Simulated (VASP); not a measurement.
**SbH3: atomic charges with PBE+TS**

SbH3, in a box:

```xyz
4
Lattice="11.0000 0.0000 0.0000 0.0000 12.0000 0.0000 0.0000 0.0000 11.0000" Properties=species:S:1:pos:R:3 pbc="T T T"
Sb    6.0669    5.5924    4.8417
H     6.4545    5.9744    6.4601
H     4.5715    4.9178    5.3151
H     5.3496    7.1242    4.6079
```

* Program: VASP 6.6.1
* Task: atomic charges
* Functional: PBE
* Dispersion: TS
* Potentials or basis: VASP PAW PBE potentials, release 64 (Sb, H)
* Cutoff: 520 eV
* k mesh: 1 × 1 × 1
* Occupations: gaussian, width 0.01 eV
* Spin: no spin polarisation
* Further INCAR settings: ALGO = Fast; EDIFF = 1e-06

The largest force is 0.670 eV/Å, the gap between the frontier levels is 5.46 eV and the valence electrons inside the program's atomic spheres are Sb 2.53; H 0.54. The hirshfeld charges are Sb +0.20; H -0.07 e and the dispersion energy per atom is -0.001 eV.

Forces in eV/Å, atoms in the order of the input:
```
Sb   0.424 -0.288 -0.431
H    0.050  0.090  0.335
H   -0.311 -0.113  0.116
H   -0.162  0.311 -0.020
```

Levels at points of the mesh, in eV from the valence-band top:
```
           k point  band 2  band 3  band 4  band 5  band 6  band 7
(0.00, 0.00, 0.00)   -1.92   -1.92    0.00    5.46    5.46    5.53
```

Wall time 110 s on 1 thread of Intel(R) Xeon(R) Platinum 8488C (Sapphire Rapids), on a shared host, peak memory 1.1 GiB.

Caveat: spin-orbit coupling is left out, which moves the levels of the heavy elements. As with any semilocal functional, this PBE gap is likely too small.
